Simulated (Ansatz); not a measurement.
## Mg in Ansatz: the effect of strain

The system is Mg.

```
Mg
1.0
     4.21481    0.00000    0.00000
     0.00000    4.39043    0.00000
     0.00000    0.00000    4.39043
Mg
3
Direct
  0.00000 0.50000 0.50000
  0.50000 0.00000 0.50000
  0.50000 0.50000 0.00000
```

The cell isn't the ideal one: strained by -4 %.

Alike in all runs:

| Item | Value |
| --- | --- |
| Program | Ansatz 0.2.0 |
| Task | relaxation of the atoms |
| Functional | PBE |
| Potentials or basis | Ansatz PAW |
| Cutoff | 420 eV (not typed: the program's choice for these potentials) |
| k mesh | 6 × 6 × 6 |
| Occupations | fermi-dirac, width 0.05 eV |
| Spin | no spin polarisation |

Each run relaxes the cell or the atoms first.

```tsv
strain	pressure (GPa)
-0.04	1.2
-0.02	?
0.04	-0.8
```

What does the run with strain -0.02 give?

Pressure 0.6 GPa.

Caveats: the relaxation stopped at its first step, so nothing moved; the thresholds are loose for stress.
